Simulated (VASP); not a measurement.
# Pb (P-1) in VASP: a series of runs

One crystal, Pb, is run at these levels: PBE; tasks: single point.

Program: VASP 6.6.1. These are calculated values, not measurements. Logs are shortened: lines on timing, memory, paths and dates and some standing lists are left out, and cuts for length are marked.

**1. Starting point**

The typed cell holds 1 atom: a = 3.461 Å, b = 3.458 Å, c = 3.404 Å, α = 108.08°, β = 111.09°, γ = 109.48°.

This isn't the form of Pb at room conditions, which is fcc.

**2. Single point, PBE**

Input file INCAR:

```
SYSTEM = Pb
PREC = Accurate
ENCUT = 520
EDIFF = 1E-7
ISMEAR = 1
SIGMA = 0.15
LREAL = .False.
LASPH = .True.
NELM = 80
ALGO = Normal
ISIF = 2
LWAVE = .False.
LCHARG = .False.
GGA = PE
NBANDS = 13
```

Input file KPOINTS:

```
regular mesh
0
Gamma
  6 6 6
  0 0 0
```

Input file POSCAR:

```
Pb
1.0
   -2.0290304887      1.9669673937      1.9988102890
    2.0384861959     -1.9546769777      1.9959755802
    1.9915081592      1.9171546481     -1.9865198730
Pb
1
Direct
    0.0000000000      0.0000000000      0.0000000000
```

Potentials or basis: VASP PAW PBE potentials, release 64 (Pb_d).

Run with:

```sh
$ cat potpaw_PBE.64/Pb_d/POTCAR > POTCAR
$ mpirun -np 1 vasp_std > vasp.out
```

OUTCAR:

```text
SYSTEM = Pb
   PREC = Accurate
   ENCUT = 520
   EDIFF = 1E-7
   ISMEAR = 1
   LREAL = .False.
   LASPH = .True.
   NELM = 80
   ISIF = 2
   GGA = PE

 ion  position               nearest neighbor table
   1  0.000  0.000  0.000-

  LATTYP: Found a triclinic cell.
 ALAT       =     8.9316792951
 B/A-ratio  =     0.6338425098
 C/A-ratio  =     0.3839422165
 COS(alpha) =     0.0028207295
 COS(beta)  =     0.2651082807
 COS(gamma) =     0.9479574875

  Lattice vectors:

 A1 = (   4.0110829407,  -0.0621031616,  -7.9801160312)
 A2 = (   4.0205386479,  -0.0498127456,  -3.9853301620)
 A3 = (  -2.0009638664,  -1.9294450641,  -2.0082659962)

Analysis of symmetry for initial positions (statically):
=====================================================================
 Subroutine PRICEL returns:
 Original cell was already a primitive cell.

 Routine SETGRP: Setting up the symmetry group for a
 triclinic supercell.

 Subroutine GETGRP returns: Found  2 space group operations
 (whereof  2 operations were pure point group operations)
 out of a pool of  2 trial point group operations.

The static configuration has the point symmetry S_2 .

Analysis of symmetry for dynamics (positions and initial velocities):
=====================================================================
 Subroutine PRICEL returns:
 Original cell was already a primitive cell.

 Routine SETGRP: Setting up the symmetry group for a
 triclinic supercell.

 Subroutine GETGRP returns: Found  2 space group operations
 (whereof  2 operations were pure point group operations)
 out of a pool of  2 trial point group operations.

The dynamic configuration has the point symmetry S_2 .

 Subroutine INISYM returns: Found  2 space group operations
 (whereof  2 operations are pure point group operations),
 and found     1 'primitive' translations

----------------------------------------------------------------------------------------

                                     Primitive cell

  volume of cell :      31.2619

  direct lattice vectors                    reciprocal lattice vectors
    -2.029030489  1.966967394  1.998810289     0.001804460  0.256686284  0.249532313
     2.038486196 -1.954676978  1.995975580     0.247568253  0.001601388  0.249735385
     1.991508159  1.917154648 -1.986519873     0.250562286  0.259883388 -0.001392645

  length of vectors
     3.461382386  3.458338702  3.404092816     0.357990893  0.351653760  0.361002457

  position of ions in fractional coordinates (direct lattice)
     0.000000000  0.000000000  0.000000000

  ion indices of the primitive-cell ions
   primitive index   ion index
                 1           1

----------------------------------------------------------------------------------------

 KPOINTS: regular mesh

Automatic generation of k-mesh.
 Grid dimensions read from file:
 generate k-points for:    6    6    6

 Generating k-lattice:

  Cartesian coordinates                     Fractional coordinates (reciprocal lattice)
     0.000300743  0.042781047  0.041588719     0.166666667  0.000000000 -0.000000000
     0.041261376  0.000266898  0.041622564     0.000000000  0.166666667 -0.000000000
     0.041760381  0.043313898 -0.000232107     0.000000000 -0.000000000  0.166666667

  Length of vectors
     0.059665149  0.058608960  0.060167076

  Shift w.r.t. Gamma in fractional coordinates (k-lattice)
     0.000000000  0.000000000  0.000000000

 Subroutine IBZKPT returns following result:
 ===========================================

 Found    112 irreducible k-points:

 Following reciprocal coordinates:
            Coordinates               Weight
  0.000000  0.000000  0.000000      1.000000
  0.166667 -0.000000  0.000000      2.000000
  0.333333  0.000000  0.000000      2.000000
  0.500000  0.000000 -0.000000      1.000000
  0.000000  0.166667  0.000000      2.000000
  0.166667  0.166667  0.000000      2.000000
[... 16 lines left out ...]
  0.333333 -0.000000  0.166667      2.000000
  0.500000  0.000000  0.166667      2.000000
 [... further k-points ...]
   k-points           NKPTS =    112   k-points in BZ     NKDIM =    112   number of bands    NBANDS=     13
   number of dos      NEDOS =    301   number of ions     NIONS =      1
   total plane-waves  NPLWV =  21952
   dimension x,y,z NGX =    28 NGY =   28 NGZ =   28
   dimension x,y,z NGXF=    56 NGYF=   56 NGZF=   56
   ions per type =               1
   NGX,Y,Z   is equivalent  to a cutoff of  13.45, 13.46, 13.67 a.u.
   NGXF,Y,Z  is equivalent  to a cutoff of  26.90, 26.92, 27.35 a.u.
 SYSTEM =  Pb
   PREC   = accura    normal or accurate (medium, high low for compatibility)
   ISTART =      0    job   : 0-new  1-cont  2-samecut
   ICHARG =      2    charge: 1-file 2-atom 10-const
   ISPIN  =      1    spin polarized calculation?
   LNONCOLLINEAR =      F non collinear calculations
   LSORBIT =      F    spin-orbit coupling
   LASPH  =      T    aspherical Exc in radial PAW
   ENCUT  =  520.0 eV  38.22 Ry    6.18 a.u.   6.44  6.43  6.33*2*pi/ulx,y,z
   NELM   =     80;   NELMIN=  2; NELMDL= -5     # of ELM steps
   EDIFF  = 0.1E-06   stopping-criterion for ELM
   LREAL  =      F    real-space projection
   EDIFFG = 0.1E-05   stopping-criterion for IOM
   NSW    =      0    number of steps for IOM
   IBRION =     -1    ionic relax: 0-MD 1-quasi-New 2-CG
   NFREE  =      0    steps in history (QN), initial steepest desc. (CG)
   ISIF   =      2    stress and relaxation
   ISYM   =      2    0-nonsym 1-usesym 2-fastsym
   POTIM  = 0.5000    time-step for ionic-motion
   TEBEG  =    0.0;   TEEND  =   0.0 temperature during run
   PSTRESS=    0.0 pullay stress
   NELECT =      14.0000    total number of electrons
   NUPDOWN=      -1.0000    fix difference up-down
   EMIN   =  10.00;   EMAX   =-10.00  energy-range for DOS
   EFERMI =   0.00;   METHOD = LEGACY
   ISMEAR =     1;   SIGMA  =   0.15  broadening in eV -4-tet -1-fermi 0-gaus
   EFERMI_NEDOS =   21; number of points for ismear=-14 and -15
   IALGO  =     38    algorithm
   IMIX   =      4    mixing-type and parameters
     AMIX     =   0.40;   BMIX     =  1.00
     AMIX_MAG =   1.60;   BMIX_MAG =  1.00
  volume/ion in A,a.u.               =      31.26       210.97
  Fermi-wavevector in a.u.,A,eV,Ry     =   1.252504  2.366890 21.344365  1.568767
  Thomas-Fermi vector in A             =   2.386401
   LORBIT       =      0    0 simple, 1 ext, 2 COOP (PROOUT), +10 PAW based schemes
   GGA     = PE    functional components
   LHFCALC =     F    Hartree Fock is set to
   AEXX    =    0.0000 exact exchange contribution
   IVDW    =     0    specifies the selected vdW correction
   LEPSILON=     F    determine dielectric tensor
   LRPA    =     F    only Hartree local field effects (RPA)
 non-spin polarized calculation
 Methfessel and Paxton  Order N= 1 SIGMA  =   0.15
  energy-cutoff  :      520.00
  volume of cell :       31.26
 maximum number of plane-waves:       865
 NGX is ok and might be reduce to    28
   NGX = 13   NGY = 13   NGZ = 13

 number of electron      14.0000000 magnetization

 Free energy of the ion-electron system (eV)
  ---------------------------------------------------
  ext. energy  EPLUGINS =         0.00000000
  ---------------------------------------------------
  free energy    TOTEN  =        -3.52427179 eV

  energy without entropy =       -3.52516480  energy(sigma->0) =       -3.52456946

 E-fermi :   6.8616     XC(G=0): -10.0457

 val. band max:        6.8303592972   @ k =   0.3333   0.3333   0.1667
 cond. band min:       6.8674163033   @ k =  -0.3333   0.3333   0.3333
 fundamental gap:      0.0370570060
 Fermi energy:         6.8616490739

 k-point     1 :       0.0000    0.0000    0.0000
  band No.  band energies     occupation
      1     -10.1947      2.00000
      2     -10.1654      2.00000
      3     -10.1525      2.00000
      4      -9.9571      2.00000
      5      -9.9454      2.00000
      6      -4.6150      2.00000
      7      14.1263      0.00000
      8      14.2403      0.00000
      9      14.5368      0.00000
     10      17.8348      0.00000
     11      17.9759      0.00000
     12      18.2768      0.00000
     13      18.3268      0.00000

 k-point     2 :       0.1667   -0.0000    0.0000
  band No.  band energies     occupation
      1     -10.2046      2.00000
      2     -10.1400      2.00000
      3     -10.0865      2.00000
      4      -9.9651      2.00000
      5      -9.9524      2.00000
      6      -4.0630      2.00000
      7      10.5055      0.00000
      8      12.7319      0.00000
      9      13.6112      0.00000
     10      15.9433      0.00000
     11      16.8796      0.00000
     12      18.2299      0.00000
     13      20.3651      0.00000

 k-point     3 :       0.3333    0.0000    0.0000
  band No.  band energies     occupation
      1     -10.2424      2.00000
      2     -10.1480      2.00000
      3      -9.9699      2.00000
      4      -9.9470      2.00000
      5      -9.9103      2.00000
      6      -2.4664      2.00000
      7       5.7446      2.00000
      8      10.8845      0.00000
      9      12.3312      0.00000
     10      14.5598      0.00000
     11      15.9276      0.00000
     12      19.6111      0.00000
     13      21.3157      0.00000

 k-point     4 :       0.5000    0.0000   -0.0000
  band No.  band energies     occupation
      1     -10.2619      2.00000
      2     -10.1703      2.00000
      3      -9.9620      2.00000
      4      -9.9387      2.00000
      5      -9.8195      2.00000
      6      -0.8984      2.00000
      7       3.0620      2.00000
      8      10.1636      0.00000
      9      11.8186      0.00000
     10      14.1379      0.00000
     11      15.6103      0.00000
     12      20.8983      0.00000
     13      22.0623      0.00000

 k-point     5 :       0.0000    0.1667    0.0000
  band No.  band energies     occupation
      1     -10.1892      2.00000
      2     -10.1587      2.00000
      3     -10.0765      2.00000
      4      -9.9763      2.00000
      5      -9.9505      2.00000
      6      -4.0835      2.00000
      7      10.2576      0.00000
      8      13.0424      0.00000
      9      13.8473      0.00000
     10      16.2027      0.00000
     11      17.3524      0.00000
     12      17.7300      0.00000
     13      19.7298      0.00000
[... 257 lines left out ...]
 k-point    22 :       0.1667    0.0000    0.1667
  band No.  band energies     occupation
      1     -10.1957      2.00000
      2     -10.1375      2.00000
      3      -9.9914      2.00000
      4      -9.9790      2.00000
      5      -9.9426      2.00000
      6      -2.9431      2.00000
      7       7.5241     -0.00000
      8      10.1219      0.00000
      9      11.9180      0.00000
     10      16.1777      0.00000
     11      16.8810      0.00000
     12      18.9144      0.00000
     13      20.5382      0.00000

 k-point    23 :       0.3333   -0.0000    0.1667
  band No.  band energies     occupation
      1     -10.2191      2.00000
      2     -10.1284      2.00000
      3      -9.9798      2.00000
      4      -9.9559      2.00000
      5      -9.8687      2.00000
      6      -1.1119      2.00000
      7       4.2079      2.00000
      8       8.1973     -0.00000
      9      10.9991      0.00000
     10      15.4503      0.00000
     11      18.5035      0.00000
     12      19.0399      0.00000
     13      21.9885      0.00000

 k-point    24 :       0.5000    0.0000    0.1667
  band No.  band energies     occupation
      1     -10.2164      2.00000
      2     -10.1266      2.00000
      3      -9.9715      2.00000
      4      -9.9648      2.00000
      5      -9.8767      2.00000
      6      -1.2024      2.00000
      7       4.3539      2.00000
      8       8.0924     -0.00000
      9      11.0675      0.00000
     10      15.4480      0.00000
     11      19.0130      0.00000
     12      19.3540      0.00000
     13      21.0876      0.00000

 [... further k-points ...]
[... 5 lines left out ...]
  --------------------------------------------------------------------------------------
  -------------------------------------------------------------------------------------
  Total       -0.0096213      0.2722895      0.0640550      0.0958209     -0.0353996     -0.0396076
  in kB       -0.4930925     13.9548878      3.2828299      4.9108381     -1.8142374     -2.0298996
  external PRESSURE =       5.5815417 kB  Pullay stress =       0.0000000 kB

 VOLUME and BASIS-vectors are now :
 -----------------------------------------------------------------------------
  energy-cutoff  :      520.00
  volume of cell :       31.26
      direct lattice vectors                 reciprocal lattice vectors
    -2.029030489  1.966967394  1.998810289     0.001804460  0.256686284  0.249532313
     2.038486196 -1.954676978  1.995975580     0.247568253  0.001601388  0.249735385
     1.991508159  1.917154648 -1.986519873     0.250562286  0.259883388 -0.001392645

 POSITION                                       TOTAL-FORCE (eV/Angst)
 -----------------------------------------------------------------------------------
      0.00000      0.00000      0.00000        -0.000000      0.000000     -0.000000
 -----------------------------------------------------------------------------------
    total drift:                                0.000000      0.000000      0.000000

  FREE ENERGIE OF THE ION-ELECTRON SYSTEM (eV)
  ---------------------------------------------------
  free  energy   TOTEN  =        -3.5242717857 eV

  energy  without entropy=       -3.5251647986  energy(sigma->0) =       -3.52456946
```

It took 28 s on 1 thread of AMD EPYC 9R14 (Zen 4), shared host; peak memory 0.15 GiB.

What came out:

| Item | Value |
| --- | --- |
| Free energy | -3.5243 eV |
| Pressure | 0.6 GPa |
| Band gap on the k mesh | none (metal or under the smearing width) |

Caveat: the k mesh is coarse (spacing up to 0.38 Å⁻¹), so the values aren't converged.

**3. Single point, PBE**

This run uses another cell than the first one, of 30.95 Å³/atom, 0.990 times its volume.

Input file INCAR:

```
ALGO = Normal
EDIFF = 1E-7
ENCUT = 520
GGA = PE
ISIF = 2
ISMEAR = 1
LASPH = T
LCHARG = F
LREAL = F
LWAVE = F
NBANDS = 13
NELM = 80
PREC = Accurate
SIGMA = 0.15
```

Input file KPOINTS:

```
k-points
0
Gamma
  6 6 6
```

Input file POSCAR:

```
Pb
1.0
   -2.0222782575      1.9604216967      1.9921586249
    2.0317024979     -1.9481721809      1.9893333494
    1.9848807952      1.9107747186     -1.9799091090
Pb
1
Direct
    0.0000000000      0.0000000000      0.0000000000
```

Potentials or basis: VASP PAW PBE potentials, release 64 (Pb_d).

Run with:

```sh
$ cat potpaw_PBE.64/Pb_d/POTCAR > POTCAR
$ mpirun -np 1 vasp_std > vasp.out
```

Wall time 28 s (1 thread of AMD EPYC 9R14 (Zen 4), shared host); peak memory 0.15 GiB.

Results (log left out):

| Quantity | Value |
| --- | --- |
| Free energy | -3.5226 eV |
| Pressure | 1.0 GPa |
| Band gap on the k mesh | none (metal or under the smearing width) |

Stress tensor (GPa, compression positive):
```
 0.38  0.53 -0.21
 0.53  1.85 -0.19
-0.21 -0.19  0.73
```

Levels at points of the mesh, in eV from the Fermi level:
| k point | band 5 | band 6 | band 7 | band 8 | band 9 | band 10 |
| --- | --- | --- | --- | --- | --- | --- |
| (0.00, 0.00, 0.00) | -16.82 | -11.55 | 7.34 | 7.46 | 7.76 | 10.98 |
| (0.50, 0.00, 0.00) | -16.69 | -7.77 | -3.85 | 3.32 | 4.98 | 7.32 |
| (0.00, 0.50, 0.00) | -16.69 | -7.94 | -3.94 | 3.74 | 5.56 | 7.83 |
| (0.50, 0.50, 0.00) | -16.69 | -7.89 | -3.90 | 3.53 | 5.13 | 7.55 |
| (0.00, 0.00, 0.50) | -16.67 | -7.64 | -3.82 | 3.27 | 5.00 | 7.32 |
| (0.50, 0.00, 0.50) | -16.68 | -7.88 | -3.93 | 3.70 | 5.51 | 7.81 |
| (0.00, 0.50, 0.50) | -16.68 | -7.69 | -3.83 | 3.26 | 4.92 | 7.27 |
| (0.50, 0.50, 0.50) | -16.70 | -5.19 | -0.54 | -0.38 | 0.12 | 4.47 |

Caveat: the k mesh is coarse (spacing up to 0.38 Å⁻¹), so the values aren't converged.

**4. Single point, PBE**

This run uses another cell than the first one, of 31.11 Å³/atom, 0.995 times its volume.

Input file INCAR:

```
ALGO     = Fast           # electronic algorithm
EDIFF    = 1E-6           # SCF threshold, eV
ENCUT    = 520            # plane-wave cutoff, eV
GGA      = PE             # functional
ISIF     = 2              # what is computed and relaxed
ISMEAR   = 1              # smearing method
LASPH    = True           # aspherical terms in the spheres
LCHARG   = False          # write CHGCAR
LREAL    = False          # projectors in reciprocal space
LWAVE    = False          # write WAVECAR
NBANDS   = 13             # bands
NELM     = 80             # most SCF steps
PREC     = Accurate       # precision mode
SIGMA    = 0.15           # smearing width, eV
```

KPOINTS is that of step 3.

Input file POSCAR:

```
Pb
1.0
   -2.0256600000      1.9637000000      1.9954900000
    2.0351000000     -1.9514300000      1.9926600000
    1.9882000000      1.9139700000     -1.9832200000
Pb
1
Direct
    0.0000000000      0.0000000000      0.0000000000
```

Run with:

```sh
$ cat potpaw_PBE.64/Pb_d/POTCAR > POTCAR
$ mpirun -np 1 vasp_std > vasp.out
```

Run time: 37 s. Hardware: 1 thread of AMD EPYC 9R14 (Zen 4), shared host; peak memory 0.15 GiB.

The run converged. Its results:

- Free energy: -3.5235 eV
- Pressure: 0.8 GPa
- Band gap on the k mesh: none (metal or under the smearing width)

Stress tensor (GPa, compression positive):
```
 0.19  0.51 -0.21
 0.51  1.65 -0.19
-0.21 -0.19  0.55
```

Levels at points of the mesh, in eV from the Fermi level:
```tsv
k point	band 3	band 4	band 5	band 6	band 7	band 8	band 9	band 10	band 11	band 12
(0.00, 0.00, 0.00)	-17.02	-16.82	-16.81	-11.51	7.30	7.42	7.72	10.98	11.12	11.47
(0.50, 0.00, 0.00)	-16.83	-16.80	-16.68	-7.77	-3.83	3.31	4.97	7.30	8.77	14.07
(0.00, 0.50, 0.00)	-16.85	-16.83	-16.69	-7.93	-3.92	3.73	5.54	7.81	9.31	13.34
(0.50, 0.50, 0.00)	-16.83	-16.80	-16.69	-7.89	-3.87	3.52	5.12	7.52	8.91	13.91
(0.00, 0.00, 0.50)	-16.85	-16.81	-16.67	-7.64	-3.80	3.26	4.99	7.30	8.76	13.45
(0.50, 0.00, 0.50)	-16.85	-16.84	-16.68	-7.87	-3.90	3.69	5.49	7.78	9.25	13.24
(0.00, 0.50, 0.50)	-16.83	-16.81	-16.68	-7.68	-3.80	3.25	4.91	7.25	8.69	13.92
(0.50, 0.50, 0.50)	-16.73	-16.72	-16.70	-5.21	-0.53	-0.37	0.13	4.47	4.82	16.45
```

Caveat: the k mesh is coarse (spacing up to 0.38 Å⁻¹), so the values aren't converged. Spin-orbit coupling is left out, which matters for the levels of Pb.

**5. The runs side by side**

| cell | gap on the mesh (eV) | pressure (GPa) |
| --- | --- | --- |
| P-1, 31.26 Å³/atom | none | 0.6 |
| P-1, 30.95 Å³/atom | none | 1.0 |
| P-1, 31.11 Å³/atom | none | 0.8 |

Alike in all rows: task single point; level PBE; potentials or basis VASP PAW PBE potentials, release 64 (Pb_d); no spin polarisation; k mesh 6 × 6 × 6; cutoff (eV) 520; smearing methfessel-paxton 0.15 eV; the mesh is coarse, so values aren't converged.

Caveats: all runs use coarse meshes.

Absolute energies hang on the potentials; compare differences alone.
